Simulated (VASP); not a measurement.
Here is a VASP 6.6.1 calculation.

The input INCAR:

```
PREC = Accurate
ENCUT = 520
EDIFF = 1E-6
ISMEAR = -1
SIGMA = 0.02
LREAL = False
LASPH = True
NELM = 60
ALGO = Normal
ISIF = 2
LWAVE = False
LCHARG = False
METAGGA = RTPSS
LMIXTAU = True
IBRION = 2
NSW = 40
EDIFFG = -0.01
```

KPOINTS

```
regular mesh
0
Gamma
  9 9 9
```

POSCAR

```
BAs
1.0
    2.9570103300      0.0000000000      0.0000000000
    0.0000000000      2.9570103300      0.0000000000
    0.0000000000      0.0000000000      2.9570103300
B As
1 1
Direct
    0.5000000000      0.5000000000      0.5000000000
    0.0000000000      0.0000000000      0.0000000000
```

Potentials or basis: VASP PAW PBE potentials, release 64 (B, As).

The run is started by

```console
$ cat potpaw_PBE.64/B/POTCAR potpaw_PBE.64/As/POTCAR > POTCAR
$ mpirun -np 1 vasp_std > vasp.out
```

Problem. Estimate the band gap on the k mesh.

Solution. None (metal or under the smearing width).

Final structure:
```
B As
1.0
     2.95701    0.00000    0.00000
     0.00000    2.95701    0.00000
     0.00000    0.00000    2.95701
B As
1 1
Cartesian
  1.4785 1.4785 1.4785
  0.0000 0.0000 0.0000
```

Caveat: the relaxation stopped at its first step, so nothing moved.
